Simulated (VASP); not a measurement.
Wanted: the native input for a VASP 6.6.1 run.

```
Task                   : relaxation of cell and atoms
Functional             : PBE
Potentials or basis    : VASP PAW PBE potentials, release 64 (Ti, Si)
Cutoff                 : 300 eV
k mesh                 : 5 × 5 × 5
Occupations            : methfessel-paxton, width 0.1 eV
Spin                   : no spin polarisation
Further INCAR settings : ALGO = Normal; EDIFF = 1e-06; IBRION = 2; EDIFFG = -0.01; NSW = 90; ISIF = 3
```

The structure of TiSi2 (Zhiqinite) lies in POSCAR:

```
TiSi2
1.0
    0.0000000000      4.1180000000      4.2615000000
    2.3865000000      0.0000000000      4.2615000000
    2.3865000000      4.1180000000      0.0000000000
Ti Si
2 4
Direct
    0.7500000000      0.7500000000      0.7500000000
    0.5000000000      0.5000000000      0.5000000000
    0.0830000000      0.4170000000      0.0830000000
    0.4170000000      0.0830000000      0.4170000000
    0.1670000000      0.8330000000      0.1670000000
    0.8330000000      0.1670000000      0.8330000000
```

The input as run:

INCAR

```
  PREC = Accurate
  ENCUT = 300
  EDIFF = 1E-6
  ISMEAR = 1
  SIGMA = 0.1
  LREAL = F
  LASPH = T
  NELM = 80
  ALGO = Normal
  ISIF = 3
  LWAVE = F
  LCHARG = F
  GGA = PE
  IBRION = 2
  NSW = 90
  EDIFFG = -0.01
  KPAR = 2
```

KPOINTS

```
Automatic mesh
0
Gamma
  5 5 5
```

Potentials or basis: VASP PAW PBE potentials, release 64 (Ti, Si).

Command:

```bash
$ cat potpaw_PBE.64/Ti/POTCAR potpaw_PBE.64/Si/POTCAR > POTCAR
$ mpirun -np 2 vasp_std > vasp.out
```

It gave:

| Item | Value |
| --- | --- |
| Relaxed volume | 14.12 Å³/atom |
| Relaxed cell | a = 5.956 Å, b = 4.920 Å, c = 4.765 Å, α = 75.89°, β = 53.23°, γ = 50.88° |
| Space group after relaxing (to 0.05 Å) | Fddd (No. 70) |
| Energy gained by relaxing | 5.3 meV/atom |
| Ionic steps | 8 |
| Pressure after relaxing | 0.1 GPa |
| Largest force after relaxing | 0.006 eV/Å |
| Band gap on the k mesh | none (metal or under the smearing width) |

Caveat: the cutoff is under 1.25 times the usual one of these potentials, so pressure, stress and relaxed cells hold a basis-set (Pulay) error.

It took 55 s on 2 MPI ranks on Intel(R) Xeon(R) Platinum 8488C (Sapphire Rapids) (shared host), peak memory 0.16 GiB a rank.
